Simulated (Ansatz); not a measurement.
Hf2S:

```
Hf S
1.0
     3.37427    0.00000    0.00000
    -1.68714    2.92221    0.00000
     0.00000    0.00000   11.71741
Hf S
4 2
Direct
  0.33333 0.66667 0.10019
  0.66667 0.33333 0.60019
  0.33333 0.66667 0.39981
  0.66667 0.33333 0.89981
  0.00000 0.00000 0.25000
  0.00000 0.00000 0.75000
```

The cell comes from a database or a generator and needn't be the stable form of this composition.

Base run:

```yaml
Program: Ansatz 0.2.0
Functional: PBEsol
Potentials_or_basis: Ansatz PAW
Cutoff: "420 eV (not typed: the program's choice for these potentials)"
k_mesh: 9 × 9 × 3
Occupations: fermi-dirac, width 0.05 eV
Spin: no spin polarisation
Hubbard_terms: Hf d U = 1 eV
```

Its results: band gap on the k mesh none (metal or under the smearing width); pressure -1.7 GPa; largest force 0.156 eV/Å.

Problem. After a change of settings the same cell gave: band gap on the k mesh none (metal or under the smearing width); pressure 8.3 GPa; largest force 0.273 eV/Å. Which change was it?
A. hubbard terms from Hf d U = 1 eV to none; hubbard projectors from ortho-atomic (the default) to none
B. hubbard terms from Hf d U = 1 eV to Hf d U = 8 eV
C. hubbard terms from Hf d U = 1 eV to Hf d U = 3 eV

Solution. B.

Caveats: U without spin polarisation on a metal has little footing; the PAW data sets come from PBE, with cores solved anew for the run's functional, which leaves a small shift of forces and pressure; the density of states is complete only up to the lowest level of the last band computed.
